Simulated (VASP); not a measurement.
# NaCl (Fm-3m) in VASP: further runs, part 2 of 2

VASP 6.6.1. The steps go on from the part before.

**4. Relaxation of the atoms, PBE (a relaxed cell with its volume scaled by 1.02)**

File INCAR:

```
PREC     = Accurate       # precision mode
ENCUT    = 300            # plane-wave cutoff, eV
EDIFF    = 1E-7           # SCF threshold, eV
ISMEAR   = 0              # smearing method
SIGMA    = 0.03           # smearing width, eV
LREAL    = False          # projectors in reciprocal space
LASPH    = True           # aspherical terms in the spheres
NELM     = 80             # most SCF steps
ALGO     = Fast           # electronic algorithm
ISIF     = 2              # what is computed and relaxed
LWAVE    = False          # write WAVECAR
LCHARG   = False          # write CHGCAR
GGA      = PE             # functional
IBRION   = 2              # ionic algorithm
NSW      = 40             # ionic steps
EDIFFG   = -0.01          # ionic threshold
```

File KPOINTS:

```
Automatic mesh
0
Gamma
  4 4 4
```

File POSCAR:

```
NaCl                                    
1.0
    0.0000000000      2.8380375592      2.8380375592
    2.8380375592      0.0000000000      2.8380375592
    2.8380375592      2.8380375592      0.0000000000
  Na              Cl            
     1     1
Direct
     0.0000000000000000    0.0000000000000000    0.0000000000000000
     0.5000000000000000    0.5000000000000000    0.5000000000000000
```

Potentials or basis: VASP PAW PBE potentials, release 64 (Na, Cl).

Command:

```console
cat potpaw_PBE.64/Na/POTCAR potpaw_PBE.64/Cl/POTCAR > POTCAR
mpirun -np 1 vasp_std > vasp.out
```

OUTCAR:

```text
PREC = Accurate
   ENCUT = 300
   EDIFF = 1E-7
   ISMEAR = 0
   LREAL = False
   LASPH = True
   NELM = 80
   ISIF = 2
   GGA = PE
   IBRION = 2
   NSW = 40
   EDIFFG = -0.01

 ion  position               nearest neighbor table
   1  0.000  0.000  0.000-   2 2.84   2 2.84   2 2.84   2 2.84   2 2.84   2 2.84
   2  0.500  0.500  0.500-   1 2.84   1 2.84   1 2.84   1 2.84   1 2.84   1 2.84

  LATTYP: Found a face centered cubic cell.
 ALAT       =     5.6760751184

  Lattice vectors:

 A1 = (   0.0000000000,   2.8380375592,   2.8380375592)
 A2 = (   2.8380375592,   0.0000000000,   2.8380375592)
 A3 = (   2.8380375592,   2.8380375592,   0.0000000000)

Analysis of symmetry for initial positions (statically):
=====================================================================
 Subroutine PRICEL returns:
 Original cell was already a primitive cell.

 Routine SETGRP: Setting up the symmetry group for a
 face centered cubic supercell.

 Subroutine GETGRP returns: Found 48 space group operations
 (whereof 48 operations were pure point group operations)
 out of a pool of 48 trial point group operations.

The static configuration has the point symmetry O_h .

Analysis of symmetry for dynamics (positions and initial velocities):
=====================================================================
 Subroutine PRICEL returns:
 Original cell was already a primitive cell.

 Routine SETGRP: Setting up the symmetry group for a
 face centered cubic supercell.

 Subroutine GETGRP returns: Found 48 space group operations
 (whereof 48 operations were pure point group operations)
 out of a pool of 48 trial point group operations.

The dynamic configuration has the point symmetry O_h .

 Subroutine INISYM returns: Found 48 space group operations
 (whereof 48 operations are pure point group operations),
 and found     1 'primitive' translations

----------------------------------------------------------------------------------------

                                     Primitive cell

  volume of cell :      45.7177

  direct lattice vectors                    reciprocal lattice vectors
     0.000000000  2.838037559  2.838037559    -0.176178077  0.176178077  0.176178077
     2.838037559  0.000000000  2.838037559     0.176178077 -0.176178077  0.176178077
     2.838037559  2.838037559  0.000000000     0.176178077  0.176178077 -0.176178077

  length of vectors
     4.013591207  4.013591207  4.013591207     0.305149381  0.305149381  0.305149381

  position of ions in fractional coordinates (direct lattice)
     0.000000000  0.000000000  0.000000000
     0.500000000  0.500000000  0.500000000

  ion indices of the primitive-cell ions
   primitive index   ion index
                 1           1
                 2           2

----------------------------------------------------------------------------------------

 KPOINTS: Automatic mesh

Automatic generation of k-mesh.
 Grid dimensions read from file:
 generate k-points for:    4    4    4

 Generating k-lattice:

  Cartesian coordinates                     Fractional coordinates (reciprocal lattice)
    -0.044044519  0.044044519  0.044044519     0.250000000  0.000000000  0.000000000
     0.044044519 -0.044044519  0.044044519     0.000000000  0.250000000  0.000000000
     0.044044519  0.044044519 -0.044044519     0.000000000  0.000000000  0.250000000

  Length of vectors
     0.076287345  0.076287345  0.076287345

  Shift w.r.t. Gamma in fractional coordinates (k-lattice)
     0.000000000  0.000000000  0.000000000

 Subroutine IBZKPT returns following result:
 ===========================================

 Found      8 irreducible k-points:

 Following reciprocal coordinates:
            Coordinates               Weight
  0.000000  0.000000  0.000000      1.000000
  0.250000  0.000000  0.000000      8.000000
  0.500000  0.000000  0.000000      4.000000
  0.250000  0.250000  0.000000      6.000000
  0.500000  0.250000  0.000000     24.000000
 -0.250000  0.250000  0.000000     12.000000
  0.500000  0.500000  0.000000      3.000000
 -0.250000  0.500000  0.250000      6.000000
   k-points           NKPTS =      8   k-points in BZ     NKDIM =      8   number of bands    NBANDS=      8
   number of dos      NEDOS =    301   number of ions     NIONS =      2
   total plane-waves  NPLWV =  13824
   dimension x,y,z NGX =    24 NGY =   24 NGZ =   24
   dimension x,y,z NGXF=    48 NGYF=   48 NGZF=   48
   ions per type =               1   1
   NGX,Y,Z   is equivalent  to a cutoff of   9.94,  9.94,  9.94 a.u.
   NGXF,Y,Z  is equivalent  to a cutoff of  19.88, 19.88, 19.88 a.u.
 SYSTEM =  unknown system
   PREC   = accura    normal or accurate (medium, high low for compatibility)
   ISTART =      0    job   : 0-new  1-cont  2-samecut
   ICHARG =      2    charge: 1-file 2-atom 10-const
   ISPIN  =      1    spin polarized calculation?
   LNONCOLLINEAR =      F non collinear calculations
   LSORBIT =      F    spin-orbit coupling
   LASPH  =      T    aspherical Exc in radial PAW
   ENCUT  =  300.0 eV  22.05 Ry    4.70 a.u.   5.67  5.67  5.67*2*pi/ulx,y,z
   NELM   =     80;   NELMIN=  2; NELMDL= -5     # of ELM steps
   EDIFF  = 0.1E-06   stopping-criterion for ELM
   LREAL  =      F    real-space projection
   EDIFFG = -.1E-01   stopping-criterion for IOM
   NSW    =     40    number of steps for IOM
   IBRION =      2    ionic relax: 0-MD 1-quasi-New 2-CG
   NFREE  =      1    steps in history (QN), initial steepest desc. (CG)
   ISIF   =      2    stress and relaxation
   ISYM   =      2    0-nonsym 1-usesym 2-fastsym
   POTIM  = 0.5000    time-step for ionic-motion
   TEBEG  =    0.0;   TEEND  =   0.0 temperature during run
   PSTRESS=    0.0 pullay stress
   NELECT =       8.0000    total number of electrons
   NUPDOWN=      -1.0000    fix difference up-down
   EMIN   =  10.00;   EMAX   =-10.00  energy-range for DOS
   EFERMI =   0.00;   METHOD = LEGACY
   ISMEAR =     0;   SIGMA  =   0.03  broadening in eV -4-tet -1-fermi 0-gaus
   EFERMI_NEDOS =   21; number of points for ismear=-14 and -15
   IALGO  =     68    algorithm
   IMIX   =      4    mixing-type and parameters
     AMIX     =   0.40;   BMIX     =  1.00
     AMIX_MAG =   1.60;   BMIX_MAG =  1.00
  volume/ion in A,a.u.               =      22.86       154.26
  Fermi-wavevector in a.u.,A,eV,Ry     =   0.915679  1.730383 11.408055  0.838468
  Thomas-Fermi vector in A             =   2.040448
   LORBIT       =      0    0 simple, 1 ext, 2 COOP (PROOUT), +10 PAW based schemes
   GGA     = PE    functional components
   LHFCALC =     F    Hartree Fock is set to
   AEXX    =    0.0000 exact exchange contribution
   IVDW    =     0    specifies the selected vdW correction
   LEPSILON=     F    determine dielectric tensor
   LRPA    =     F    only Hartree local field effects (RPA)
 conjugate gradient relaxation of ions
 non-spin polarized calculation
 RMM-DIIS sequential band-by-band and
 Gauss-broadening in eV      SIGMA  =   0.03
  energy-cutoff  :      300.00
  volume of cell :       45.72
 maximum number of plane-waves:       560
 NGX is ok and might be reduce to    24
   NGX = 11   NGY = 11   NGZ = 11

 number of electron       8.0000007 magnetization

 Free energy of the ion-electron system (eV)
  ---------------------------------------------------
  ext. energy  EPLUGINS =         0.00000000
  ---------------------------------------------------
  free energy    TOTEN  =        -6.81256799 eV

  energy without entropy =       -6.81256799  energy(sigma->0) =       -6.81256799

 E-fermi :  -0.4424     XC(G=0):  -7.8901

 val. band max:       -0.6347604272   @ k =   0.0000   0.0000   0.0000
 cond. band min:       4.3820969428   @ k =   0.0000   0.0000   0.0000
 fundamental gap:      5.0168573700
 Fermi energy:        -0.4423816568

 k-point     1 :       0.0000    0.0000    0.0000
  band No.  band energies     occupation
      1     -13.2516      2.00000
      2      -0.6348      2.00000
      3      -0.6348      2.00000
      4      -0.6348      2.00000
      5       4.3821      0.00000
      6      10.4704      0.00000
      7      10.4704      0.00000
      8      10.4704      0.00000
[... 67 lines left out ...]
 k-point     8 :      -0.2500    0.5000    0.2500
  band No.  band energies     occupation
      1     -12.8798      2.00000
      2      -1.7973      2.00000
      3      -1.7973      2.00000
      4      -1.3602      2.00000
      5       8.0969      0.00000
      6       9.0112      0.00000
      7       9.0112      0.00000
      8      10.5473      0.00000

------------------------ aborting loop because EDIFF is reached ----------------------------------------

  FORCE on cell =-STRESS in cart. coord.  units (eV):
  Direction    XX          YY          ZZ          XY          YZ          ZX
  --------------------------------------------------------------------------------------
  -------------------------------------------------------------------------------------
  Total       -0.1362345     -0.1362345     -0.1362345      0.0000000      0.0000000      0.0000000
  in kB       -4.7743382     -4.7743382     -4.7743382      0.0000000      0.0000000      0.0000000
  external PRESSURE =      -4.7743382 kB  Pullay stress =       0.0000000 kB

 VOLUME and BASIS-vectors are now :
 -----------------------------------------------------------------------------
  energy-cutoff  :      300.00
  volume of cell :       45.72
      direct lattice vectors                 reciprocal lattice vectors
     0.000000000  2.838037559  2.838037559    -0.176178077  0.176178077  0.176178077
     2.838037559  0.000000000  2.838037559     0.176178077 -0.176178077  0.176178077
     2.838037559  2.838037559  0.000000000     0.176178077  0.176178077 -0.176178077

 POSITION                                       TOTAL-FORCE (eV/Angst)
 -----------------------------------------------------------------------------------
      0.00000      0.00000      0.00000        -0.000000     -0.000000     -0.000000
      2.83804      2.83804      2.83804         0.000000      0.000000      0.000000
 -----------------------------------------------------------------------------------
    total drift:                               -0.000000     -0.000000      0.000000

  FREE ENERGIE OF THE ION-ELECTRON SYSTEM (eV)
  ---------------------------------------------------
  free  energy   TOTEN  =        -6.8125679889 eV

  energy  without entropy=       -6.8125679889  energy(sigma->0) =       -6.81256799

 reached required accuracy - stopping structural energy minimisation
```

It took 5.2 s on 1 thread of AMD EPYC 7R43 (Zen 3), shared host; peak memory 0.09 GiB.

What came out:

```
Free energy             : -6.8126 eV
Pressure after relaxing : -0.5 GPa
Band gap on the k mesh  : 5.02 eV, direct
```

Final structure:
```cif
data_structure
_symmetry_space_group_name_H-M 'P 1'
_symmetry_Int_Tables_number 1
_cell_length_a 4.0136
_cell_length_b 4.0136
_cell_length_c 4.0136
_cell_angle_alpha 60.000
_cell_angle_beta 60.000
_cell_angle_gamma 60.000
_cell_volume 45.72
loop_
_atom_site_label
_atom_site_type_symbol
_atom_site_fract_x
_atom_site_fract_y
_atom_site_fract_z
_atom_site_occupancy
Na1 Na 0.00000 0.00000 0.00000 1
Cl1 Cl 0.50000 0.50000 0.50000 1
```

Caveat: the k mesh is coarse (spacing up to 0.48 Å⁻¹), so the values aren't converged; the cutoff is under 1.25 times the usual one of these potentials, so pressure, stress and relaxed cells hold a basis-set (Pulay) error; the relaxation stopped at its first step, so nothing moved.

**5. Relaxation of the atoms, PBE (a relaxed cell with its volume scaled by 1.04)**

INCAR is that of step 4.

KPOINTS is that of step 4.

File POSCAR:

```
NaCl                                    
1.0
    0.0000000000      2.8564668909      2.8564668909
    2.8564668909      0.0000000000      2.8564668909
    2.8564668909      2.8564668909      0.0000000000
  Na              Cl            
     1     1
Direct
     0.0000000000000000    0.0000000000000000    0.0000000000000000
     0.5000000000000000    0.5000000000000000    0.5000000000000000
```

Potentials or basis: VASP PAW PBE potentials, release 64 (Na, Cl).

Command:

```console
cat potpaw_PBE.64/Na/POTCAR potpaw_PBE.64/Cl/POTCAR > POTCAR
mpirun -np 1 vasp_std > vasp.out
```

OUTCAR:

```text
PREC = Accurate
   ENCUT = 300
   EDIFF = 1E-7
   ISMEAR = 0
   LREAL = False
   LASPH = True
   NELM = 80
   ISIF = 2
   GGA = PE
   IBRION = 2
   NSW = 40
   EDIFFG = -0.01

 ion  position               nearest neighbor table
   1  0.000  0.000  0.000-   2 2.86   2 2.86   2 2.86   2 2.86   2 2.86   2 2.86
   2  0.500  0.500  0.500-   1 2.86   1 2.86   1 2.86   1 2.86   1 2.86   1 2.86

  LATTYP: Found a face centered cubic cell.
 ALAT       =     5.7129337818

  Lattice vectors:

 A1 = (   0.0000000000,   2.8564668909,   2.8564668909)
 A2 = (   2.8564668909,   0.0000000000,   2.8564668909)
 A3 = (   2.8564668909,   2.8564668909,   0.0000000000)

Analysis of symmetry for initial positions (statically):
=====================================================================
 Subroutine PRICEL returns:
 Original cell was already a primitive cell.

 Routine SETGRP: Setting up the symmetry group for a
 face centered cubic supercell.

[... 156 lines left out ...]
 cond. band min:       4.1984825703   @ k =   0.0000   0.0000   0.0000
 fundamental gap:      4.9446376522
 Fermi energy:        -0.5975342341

 k-point     1 :       0.0000    0.0000    0.0000
  band No.  band energies     occupation
      1     -13.3222      2.00000
      2      -0.7462      2.00000
      3      -0.7462      2.00000
      4      -0.7462      2.00000
      5       4.1985      0.00000
      6      10.3375      0.00000
      7      10.3375      0.00000
      8      10.3375      0.00000
[... 67 lines left out ...]
 k-point     8 :      -0.2500    0.5000    0.2500
  band No.  band energies     occupation
      1     -12.9705      2.00000
      2      -1.8710      2.00000
      3      -1.8710      2.00000
      4      -1.4477      2.00000
      5       7.9037      0.00000
      6       8.8469      0.00000
      7       8.8469      0.00000
      8      10.3396      0.00000

------------------------ aborting loop because EDIFF is reached ----------------------------------------

  FORCE on cell =-STRESS in cart. coord.  units (eV):
  Direction    XX          YY          ZZ          XY          YZ          ZX
  --------------------------------------------------------------------------------------
  -------------------------------------------------------------------------------------
  Total       -0.2663394     -0.2663394     -0.2663394      0.0000000      0.0000000      0.0000000
  in kB       -9.1543708     -9.1543708     -9.1543708      0.0000000      0.0000000      0.0000000
  external PRESSURE =      -9.1543708 kB  Pullay stress =       0.0000000 kB

 VOLUME and BASIS-vectors are now :
 -----------------------------------------------------------------------------
  energy-cutoff  :      300.00
  volume of cell :       46.61
      direct lattice vectors                 reciprocal lattice vectors
     0.000000000  2.856466891  2.856466891    -0.175041413  0.175041413  0.175041413
     2.856466891  0.000000000  2.856466891     0.175041413 -0.175041413  0.175041413
     2.856466891  2.856466891  0.000000000     0.175041413  0.175041413 -0.175041413

 POSITION                                       TOTAL-FORCE (eV/Angst)
 -----------------------------------------------------------------------------------
      0.00000      0.00000      0.00000        -0.000000     -0.000000      0.000000
      2.85647      2.85647      2.85647         0.000000      0.000000     -0.000000
 -----------------------------------------------------------------------------------
    total drift:                               -0.000000     -0.000000      0.000000

  FREE ENERGIE OF THE ION-ELECTRON SYSTEM (eV)
  ---------------------------------------------------
  free  energy   TOTEN  =        -6.8095657985 eV

  energy  without entropy=       -6.8095657985  energy(sigma->0) =       -6.80956580

 reached required accuracy - stopping structural energy minimisation
```

OSZICAR:

```text
N       E                     dE             d eps       ncg     rms          rms(c)
DAV:   1     0.332877388599E+02    0.33288E+02   -0.23669E+03   136   0.463E+02
DAV:   2    -0.560997665837E+01   -0.38898E+02   -0.38827E+02   192   0.112E+02
DAV:   3    -0.700177743278E+01   -0.13918E+01   -0.13918E+01   128   0.304E+01
DAV:   4    -0.701939337715E+01   -0.17616E-01   -0.17616E-01   224   0.372E+00
DAV:   5    -0.701941115723E+01   -0.17780E-04   -0.17780E-04   152   0.110E-01    0.218E+00
RMM:   6    -0.681672606724E+01    0.20269E+00   -0.29492E-01   128   0.336E+00    0.158E+00
RMM:   7    -0.680555368857E+01    0.11172E-01   -0.14848E-01   128   0.235E+00    0.115E+00
RMM:   8    -0.681151090286E+01   -0.59572E-02   -0.13467E-02   128   0.105E+00    0.470E-01
RMM:   9    -0.680986436723E+01    0.16465E-02   -0.11923E-03   128   0.308E-01    0.279E-01
RMM:  10    -0.680954851107E+01    0.31586E-03   -0.25114E-03   128   0.327E-01    0.237E-02
RMM:  11    -0.680958980440E+01   -0.41293E-04   -0.25964E-04   135   0.127E-01    0.642E-02
RMM:  12    -0.680958503249E+01    0.47719E-05   -0.35555E-05   133   0.470E-02    0.605E-02
RMM:  13    -0.680956277302E+01    0.22259E-04   -0.87589E-05   128   0.626E-02    0.702E-03
RMM:  14    -0.680956530312E+01   -0.25301E-05   -0.37379E-06   128   0.190E-02    0.313E-03
RMM:  15    -0.680956583705E+01   -0.53393E-06   -0.84755E-07   125   0.775E-03    0.187E-03
RMM:  16    -0.680956579846E+01    0.38588E-07   -0.13728E-07   101   0.327E-03
   1 F= -.68095658E+01 E0= -.68095658E+01  d E =-.680957E+01
```

CONTCAR:

```text
NaCl
   1.00000000000000
     0.0000000000000000    2.8564668909000002    2.8564668909000002
     2.8564668909000002    0.0000000000000000    2.8564668909000002
     2.8564668909000002    2.8564668909000002    0.0000000000000000
  Na              Cl
     1     1
Direct
     0.0000000000000000    0.0000000000000000    0.0000000000000000
     0.5000000000000000    0.5000000000000000    0.5000000000000000

  0.00000000E+00  0.00000000E+00  0.00000000E+00
  0.00000000E+00  0.00000000E+00  0.00000000E+00
```

Run time: 5.4 s. Hardware: 1 thread of AMD EPYC 7R43 (Zen 3), shared host; peak memory 0.09 GiB.

What came out:

```yaml
Free_energy: -6.8096 eV
Pressure_after_relaxing: -0.9 GPa
Band_gap_on_the_k_mesh: 4.94 eV, direct
```

Final structure:
```yaml
crystal:
  lattice:
    - [0.00000, 2.85647, 2.85647]
    - [2.85647, 0.00000, 2.85647]
    - [2.85647, 2.85647, 0.00000]
  atoms:
    - { symbol: Na, position: [0.00000, 0.00000, 0.00000] }
    - { symbol: Cl, position: [0.50000, 0.50000, 0.50000] }
```

Caveat: the k mesh is coarse (spacing up to 0.48 Å⁻¹), so the values aren't converged; the cutoff is under 1.25 times the usual one of these potentials, so pressure, stress and relaxed cells hold a basis-set (Pulay) error; the relaxation stopped at its first step, so nothing moved.

**6. Summary**

| cell | gap on the mesh (eV) | pressure (GPa) |
| --- | --- | --- |
| atoms relaxed from: a relaxed cell with its volume scaled by 0.98 | 5.17 | 0.5 |
| atoms relaxed | 5.09 | 0.0 |
| atoms relaxed from: a relaxed cell with its volume scaled by 1.02 | 5.02 | -0.5 |
| atoms relaxed from: a relaxed cell with its volume scaled by 1.04 | 4.94 | -0.9 |

Alike in all rows: task relaxation of the atoms; level PBE; potentials or basis VASP PAW PBE potentials, release 64 (Na, Cl); no spin polarisation; k mesh 4 × 4 × 4; cutoff (eV) 300; smearing gaussian 0.03 eV; the mesh is coarse, so values aren't converged.

Caveats: all runs use coarse meshes; the cutoff is under 1.25 times the usual one of these potentials, so pressure, stress and relaxed cells hold a basis-set (Pulay) error; the relaxation stopped at its first step, so nothing moved.

Absolute energies hang on the potentials; compare differences alone.
